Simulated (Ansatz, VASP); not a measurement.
# Al in VASP and in Ansatz

File INCAR:

```
SYSTEM = Al
PREC     = Accurate       ! precision mode
ENCUT    = 520            ! plane-wave cutoff, eV
EDIFF    = 1E-6           ! SCF threshold, eV
ISMEAR   = 0              ! smearing method
SIGMA    = 0.1            ! smearing width, eV
LREAL    = .FALSE.        ! projectors in reciprocal space
LASPH    = .TRUE.         ! aspherical terms in the spheres
NELM     = 100            ! most SCF steps
ALGO     = Normal         ! electronic algorithm
ISIF     = 2              ! what is computed and relaxed
LWAVE    = .FALSE.        ! write WAVECAR
LCHARG   = .FALSE.        ! write CHGCAR
GGA      = PS             ! functional
NBANDS   = 8              ! bands
```

The input KPOINTS:

```
Automatic mesh
0
G
  18 18 18
  0 0 0
```

POSCAR

```
Al
1.0
   -1.5394247485      1.5394247485      1.5394247485
    1.5394247485     -1.5394247485      1.5394247485
    1.5394247485      1.5394247485     -1.5394247485
Al
1
Direct
    0.0000000000      0.0000000000      0.0000000000
```

Input for Ansatz:

```yaml
crystal:
  lattice:
    - [-1.5394247485, 1.5394247485, 1.5394247485]
    - [1.5394247485, -1.5394247485, 1.5394247485]
    - [1.5394247485, 1.5394247485, -1.5394247485]
  atoms:
    - { symbol: Al, position: [0.0, 0.0, 0.0] }
basis:
  ecutwfc: 420
kpoints:
  mp_grid: { grid: [18, 18, 18] }
hamiltonian:
  xc: pbesol
scf:
  occupations: { method: gaussian, width: 0.1 }
output:
  forces: true
  stress: true
  eigenvalues: true
```

Alike in both runs: task single point; functional PBEsol; k mesh 18 × 18 × 18; occupations gaussian, width 0.1 eV; no spin polarisation.

```csv
,VASP,Ansatz
version,VASP 6.6.1,Ansatz 0.2.0
potentials or method,"VASP PAW PBE potentials, release 64 (Al)","scalar-relativistic, plane waves, PAW"
plane-wave cutoff (eV),520,420
valence electrons in the cell,3,3
```

Ansatz gave:

* gap on the k mesh at the Fermi level (eV): none
* pressure (GPa): 12.2

Task: What did VASP give for the same quantities?

Result: gap on the k mesh at the Fermi level (eV): none; pressure (GPa): 12.3.

A gap of «none» marks a metal or a gap that the smearing closes. With one functional, cell and mesh, what is left measures potentials, basis and numerics.

Caveats: the PAW data sets were made with another functional, which shifts forces and pressure a little (VASP).
